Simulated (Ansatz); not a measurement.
# As (R-3m) in Ansatz: convergence with k mesh

Aim: find how far k mesh must go before the results for As settle, at PBE. This setting moves, with any that are tied to it; all else stays.

All numbers are computed with Ansatz 0.2.0; they aren't measurements. Logs are shortened: lines on timing, memory, paths and dates and some standing lists are left out, and cuts for length are marked.

**1. The structure**

It takes space group R-3m (No. 166, trigonal). Conventional cell: a = 3.762 Å, b = 3.762 Å, c = 10.542 Å, α = 90.00°, β = 90.00°, γ = 120.00°. As (site symmetry 3m) is surrounded by 3 As at 2.51 Å.

**2. With k mesh 2 × 2 × 2**

input.yaml reads:

```yaml
crystal:
  lattice:
    - [1.8807968987, 1.0858785957, 3.5140619945]
    - [-1.8807968987, 1.0858785957, 3.5140619945]
    - [0.0, -2.1717571915, 3.5140619945]
  atoms:
    - { symbol: As, position: [0.226, 0.226, 0.226] }
    - { symbol: As, position: [0.774, 0.774, 0.774] }
kpoints:
  mp_grid: { grid: [2, 2, 2] }
scf:
  occupations: { method: fermi_dirac, width: 0.05 }
hamiltonian:
  xc: pbe
  pseudopotentials: { kind: all_electron, lapw: { basis_error: 0.001 } }
output:
  forces: true
  stress: true
  eigenvalues: true
```

Potentials or basis: all-electron LAPW, scalar-relativistic.

Command:

```bash
ansatz run input.yaml --threads 1 --pin off --max-ram 3072MiB --backend cpu --events-out ev --progress --plain --runs-dir out
```

Run time: 7.1 s. Hardware: 1 thread of Intel Xeon at 2.50GHz (Skylake/Cascade Lake), shared host; peak memory 0.26 GiB.

Results:

- Free energy: -123045.9507 eV
- Pressure: 16.2 GPa
- Largest force: 2.174 eV/Å

**3. With k mesh 3 × 3 × 3**

Edit input.yaml of step 2 so:

```diff
@@ -9,3 +9,3 @@
 kpoints:
-  mp_grid: { grid: [2, 2, 2] }
+  mp_grid: { grid: [3, 3, 3] }
 scf:
```

Potentials or basis: all-electron LAPW, scalar-relativistic.

Command:

```bash
ansatz run input.yaml --threads 1 --pin off --max-ram 3072MiB --backend cpu --events-out ev --progress --plain --runs-dir out
```

It took 7.3 s on 1 thread of Intel Xeon at 2.50GHz (Skylake/Cascade Lake), shared host; peak memory 0.25 GiB.

What came out:

- Free energy: -123047.9598 eV
- Pressure: 4.3 GPa
- Largest force: 0.079 eV/Å
- Band gap on the k mesh: 1.32 eV, indirect (least direct gap 1.73 eV)

**4. With k mesh 4 × 4 × 4**

Edit input.yaml of step 3 so:

```diff
@@ -9,3 +9,3 @@
 kpoints:
-  mp_grid: { grid: [3, 3, 3] }
+  mp_grid: { grid: [4, 4, 4] }
 scf:
```

Command:

```bash
ansatz run input.yaml --threads 1 --pin off --max-ram 3072MiB --backend cpu --events-out ev --progress --plain --runs-dir out
```

Wall time 11 s (1 thread of Intel Xeon at 2.50GHz (Skylake/Cascade Lake), shared host); peak memory 0.27 GiB.

Results:

- Free energy: -123047.9077 eV
- Pressure: 3.7 GPa
- Largest force: 0.085 eV/Å

**5. With k mesh 6 × 6 × 6**

Edit input.yaml of step 4 so:

```diff
@@ -9,3 +9,3 @@
 kpoints:
-  mp_grid: { grid: [4, 4, 4] }
+  mp_grid: { grid: [6, 6, 6] }
 scf:
```

Command:

```bash
ansatz run input.yaml --threads 1 --pin off --max-ram 3072MiB --backend cpu --events-out ev --progress --plain --runs-dir out
```

It took 21 s on 1 thread of Intel Xeon at 2.50GHz (Skylake/Cascade Lake), shared host; peak memory 0.3 GiB.

Results:

```yaml
Free_energy: -123047.8693 eV
Pressure: 3.6 GPa
Largest_force: 0.325 eV/Å
Band_gap_on_the_k_mesh: none (metal or under the smearing width)
```

**6. With k mesh 7 × 7 × 7**

Edit input.yaml of step 5 so:

```diff
@@ -9,3 +9,3 @@
 kpoints:
-  mp_grid: { grid: [6, 6, 6] }
+  mp_grid: { grid: [7, 7, 7] }
 scf:
```

Potentials or basis: all-electron LAPW, scalar-relativistic.

Command:

```bash
ansatz run input.yaml --threads 1 --pin off --max-ram 3072MiB --backend cpu --events-out ev --progress --plain --runs-dir out
```

It took 34 s on 1 thread of Intel Xeon at 2.50GHz (Skylake/Cascade Lake), shared host; peak memory 0.33 GiB.

What came out:

```yaml
Free_energy: -123047.8524 eV
Pressure: 3.6 GPa
Largest_force: 0.388 eV/Å
Band_gap_on_the_k_mesh: none (metal or under the smearing width)
```

**7. With k mesh 9 × 9 × 9**

Edit input.yaml of step 6 so:

```diff
@@ -9,3 +9,3 @@
 kpoints:
-  mp_grid: { grid: [7, 7, 7] }
+  mp_grid: { grid: [9, 9, 9] }
 scf:
```

Command:

```bash
ansatz run input.yaml --threads 1 --pin off --max-ram 3072MiB --backend cpu --events-out ev --progress --plain --runs-dir out
```

Wall time 59 s (1 thread of Intel Xeon at 2.50GHz (Skylake/Cascade Lake), shared host); peak memory 0.41 GiB.

Results:

| Quantity | Value |
| --- | --- |
| Free energy | -123047.8374 eV |
| Pressure | 3.7 GPa |
| Largest force | 0.426 eV/Å |
| Band gap on the k mesh | none (metal or under the smearing width) |

**8. With k mesh 11 × 11 × 11**

Edit input.yaml of step 7 so:

```diff
@@ -9,3 +9,3 @@
 kpoints:
-  mp_grid: { grid: [9, 9, 9] }
+  mp_grid: { grid: [11, 11, 11] }
 scf:
```

Command:

```bash
ansatz run input.yaml --threads 1 --pin off --max-ram 3072MiB --backend cpu --events-out ev --progress --plain --runs-dir out
```

Wall time 85 s (1 thread of Intel Xeon at 2.50GHz (Skylake/Cascade Lake), shared host); peak memory 0.54 GiB.

It converged, with:

| Item | Value |
| --- | --- |
| Free energy | -123047.8316 eV |
| Pressure | 3.8 GPa |
| Largest force | 0.430 eV/Å |
| Band gap on the k mesh | none (metal or under the smearing width) |

**9. With k mesh 13 × 13 × 13**

Edit input.yaml of step 8 so:

```diff
@@ -9,3 +9,3 @@
 kpoints:
-  mp_grid: { grid: [11, 11, 11] }
+  mp_grid: { grid: [13, 13, 13] }
 scf:
```

Potentials or basis: all-electron LAPW, scalar-relativistic.

Command:

```bash
ansatz run input.yaml --threads 1 --pin off --max-ram 3072MiB --backend cpu --events-out ev --progress --plain --runs-dir out
```

Standard output:

```text
Warning: RAYON_NUM_THREADS=1 ignored (pool sized by the plan → 1); use --threads N
LAPW: plane waves up to 8.734 Å⁻¹, error target 1.0e-3 eV per atom; small_component_spin mean_spin; As in spheres of 1.253 Å, 23 of its electrons in bands, Dirac shells [] (how accurate: hamiltonian.pseudopotentials.lapw.basis_error, Limitations)
Engine: ansatz 0.2.0, x86_64-unknown-linux-gnu
Pseudopotentials: kind: all_electron
Pseudopotential: As, LAPW, valence charge 23, lapw/all_electron/scalar/gaussian/As, Koelling and Harmon's equation, gaussian nucleus
Functional definition: PBE
  parameter kappa = 0.804
  parameter beta = 0.06672455060314922
  exchange = pbe_x(kappa = kappa, mu = beta*pi^2/3)
  correlation = pbe_c(beta = beta)
Crystal: 2 atoms, lattice volume = 43.061 Å³
Basis set: ecut = 290.6262129523503 eV, 477 PW (Γ), exchange–correlation at level 2
Bands: 28, of which v1, the nominal top of the filled ones, is band 23 counted from 1 (22 counted from 0)
Symmetry: 12 space group operations
Space group: R-3m (ITA 166), of the structure as read, at distance tolerance 3.5e-5 Å
k-points: 231 of 2197
Non-local potential: As, projectors of the file, none
Initial density: superposition of atomic densities (chi_scale 0.1, normalization cell)
Initial wavefunctions: plane waves of lowest kinetic energy (no species holds an atomic orbital)
Functional: x = pbe(κ = 0.804, μ = 0.2195149727645171), c = pbe(β = 0.06672455060314922)
iter 1 solved again at ethr=2.84e-4 eV; its pass at ethr=1.00e-1 eV (dr2=1.31e-1 eV) is discarded
SCF iter   1: F=—  HF=-123047.838690 eV  |F-HF|=—  |Δ(HF+E_count)|=         —  Δρ=1.99e-2  dr2=1.31e-1  ethr=2.84e-4  ⟨swp⟩=2.9  Hψ=41795  notcnv=0
preconditioner: auto → none  [insulator: Δε(μ)=0.134 eV  Ē_g=11.297 eV  σ=0.050 eV  W_gap=0.59  n_scr=14 (ndim 8)  ℏωp=17.9 eV  f_vac=0.018  D(μ)=0.10/eV (n_scr^D=0)  ε∞_Penn≈3.5]
SCF iter   2: F=—  HF=-123047.828836 eV  |F-HF|=—  |Δ(HF+E_count)|=   9.85e-3  Δρ=9.57e-3  dr2=3.01e-2  ethr=2.84e-4  ⟨swp⟩=2.0  Hψ=18585  notcnv=0
iter 3 solved again at ethr=5.61e-7 eV; its pass at ethr=6.54e-5 eV (dr2=2.58e-4 eV) is discarded
SCF iter   3: F=—  HF=-123047.828509 eV  |F-HF|=—  |Δ(HF+E_count)|=   3.27e-4  Δρ=6.37e-4  dr2=2.59e-4  ethr=5.61e-7  ⟨swp⟩=2.0  Hψ=32478  notcnv=0
SCF iter   4: F=—  HF=-123047.828670 eV  |F-HF|=—  |Δ(HF+E_count)|=         —  Δρ=1.71e-4  dr2=8.47e-6  ethr=5.61e-7  ⟨swp⟩=2.8  Hψ=18715  notcnv=0
the basis was enlarged: its passes take 178.3 KiB over the memory plan, 1 of 1 planned eigensolver slots
SCF iter   5: F=—  HF=-123047.828604 eV  |F-HF|=—  |Δ(HF+E_count)|=   6.61e-5  Δρ=7.11e-5  dr2=2.02e-6  ethr=1.84e-8  ⟨swp⟩=3.0  Hψ=19539  notcnv=0
SCF iter   6: F=—  HF=-123047.828600 eV  |F-HF|=—  |Δ(HF+E_count)|=   4.29e-6  Δρ=2.01e-5  dr2=3.32e-7  ethr=4.39e-9  ⟨swp⟩=3.0  Hψ=19297  notcnv=0
SCF iter   7: F=—  HF=-123047.828600 eV  |F-HF|=—  |Δ(HF+E_count)|=   1.69e-7  Δρ=6.76e-6  dr2=1.26e-8  ethr=7.22e-10  ⟨swp⟩=3.0  Hψ=18933  notcnv=0
SCF iter   8: F=-123047.828600 eV  HF=-123047.828600 eV  |F-HF|=4.37e-11  |Δ(HF+E_count)|=   3.95e-8  Δρ=9.37e-7  dr2=2.44e-10  ethr=2.73e-11  ⟨swp⟩=3.0  Hψ=19513  notcnv=0
SCF 1 converged in 8 iterations: F = -123047.828600 eV  dr2 = 2.44e-10
SCF converged after 8 iterations
Free energy (F): -123047.828600 eV
Harris-Foulkes:  -123047.828600 eV  (|F-HF|=4.37e-11)
Internal energy: -123047.827589 eV  (E = F + TS)
E sigma→0 (E₀):  -123047.828094 eV
Entropy (-TS):   -0.001010 eV (-0.505 meV/atom)
Fermi energy:    11.496184 eV
--- Per-component energies (eV) ---
  E_band       = -2558.806284
  E_kinetic    = 125796.102721
  E_xc         = -4563.872268
  E_electrostatic = -244280.058043  (all electrons and nuclei)
  E_smearing   = -0.001010  (= −TS)
  E_closure    = 0.000000  (closes the sum)
  E_atoms      = -123038.517827  (free atoms, spherical and without spin; not in F)
  Σ components = -123047.828600   (vs F -123047.828600, Δ=0.00e0)
  Basis errors (estimates in eV, not in F): energy 4.3e-4 per atom: plane waves 3.9e-4 (2.2e-4 summed), levels above the bands 2.2e-61, relativity 1.7e-8, radial functions 4.2e-5, core shells 5.9e-10; eigenvalues (radial functions only) 8.5e-7; not estimated: angular momenta, meshes, grids; target (lapw.basis_error) 1.0e-3; muffin-tin radii As 1.253 Å
--- Forces (eV/Å), atoms counted from 1 ---
  atom   1  As     0.00000000    -0.00000000     0.42926108
  atom   2  As    -0.00000000     0.00000000    -0.42926108
  max |Σ_I F_I| component: 9.25e-18 eV/Å
--- Stress (GPa, compression-positive) ---
        4.012472      -0.000000      -0.000000
       -0.000000       4.012472       0.000000
       -0.000000       0.000000       3.339104
  P = ⅓ Tr σ = 3.7880 GPa (37.880 kbar)
--- Band table (eV; the first three rows and the last of 231) ---
  k-point 0: bands = ["-174.4214", "-174.4208", "-117.8051", "-117.8051", "-117.8024", "-117.8024", "-117.7734", "-117.7717", "-24.9145", "-24.9145", "-24.8694", "-24.8694", "-24.8352", "-24.7985", "-24.7985", "-24.7862", "-24.7526", "-24.7526", "-3.6599", "5.5982", "8.9265", "9.3659", "9.3659", "13.0151", "14.3080", "14.3080", "18.3252", "18.3252"]
  k-point 1: bands = ["-174.4214", "-174.4209", "-117.8051", "-117.8051", "-117.8025", "-117.8024", "-117.7733", "-117.7718", "-24.9139", "-24.9128", "-24.8687", "-24.8680", "-24.8348", "-24.7993", "-24.7986", "-24.7873", "-24.7541", "-24.7535", "-3.5806", "5.3147", "8.9614", "9.3028", "9.3133", "13.1994", "14.1407", "14.2598", "17.7382", "18.2013"]
  k-point 2: bands = ["-174.4214", "-174.4209", "-117.8051", "-117.8050", "-117.8026", "-117.8024", "-117.7733", "-117.7718", "-24.9122", "-24.9077", "-24.8669", "-24.8642", "-24.8336", "-24.8019", "-24.7992", "-24.7907", "-24.7582", "-24.7557", "-3.3435", "4.5694", "8.8210", "9.1410", "9.4852", "13.2316", "13.9041", "14.0606", "17.1282", "17.9402"]
  k-point 230: bands = ["-174.4214", "-174.4209", "-117.8051", "-117.8050", "-117.8025", "-117.8025", "-117.7733", "-117.7718", "-24.9031", "-24.9019", "-24.8645", "-24.8638", "-24.8309", "-24.8012", "-24.8005", "-24.7903", "-24.7669", "-24.7661", "-2.3302", "1.4870", "8.5962", "9.4036", "11.2949", "12.0449", "12.4696", "13.9991", "19.2354", "21.4961"]
```

Wall time 2.3 min (1 thread of Intel Xeon at 2.50GHz (Skylake/Cascade Lake), shared host); peak memory 0.71 GiB.

What came out:

```
Free energy            : -123047.8286 eV
Pressure               : 3.8 GPa
Largest force          : 0.429 eV/Å
Band gap on the k mesh : none (metal or under the smearing width)
```

**10. The series at a glance**

```
      k mesh  energy less the tightest run, at zero smearing (meV/atom)  pressure (GPa)  largest force (eV/Å)  SCF cycles  CPU time (s)  peak memory (GiB)
   2 × 2 × 2                                                     946.97           16.16                 2.174           9           4.9               0.26
   3 × 3 × 3                                                     -65.84            4.31                 0.079           7             5               0.25
   4 × 4 × 4                                                     -38.47            3.71                 0.085           7           8.1               0.27
   6 × 6 × 6                                                     -20.11            3.60                 0.325           7            17                0.3
   7 × 7 × 7                                                     -11.52            3.63                 0.388           9            26               0.33
   9 × 9 × 9                                                      -4.30            3.72                 0.426           9            48               0.41
11 × 11 × 11                                                      -1.51            3.75                 0.430           9            80               0.54
13 × 13 × 13                                                       0.00            3.79                 0.429           8           120               0.71
```

Against the tightest run, the pressure stays within 0.1 GPa from 9 × 9 × 9 on; the largest force stays within 0.005 eV/Å from 9 × 9 × 9 on. Not settled before the last step: the energy (to 1 meV/atom). Meshes of other sizes hit other points, so gaps and Fermi surfaces needn't settle smoothly. The tightest run that finished is the yardstick and may itself not be fully converged.
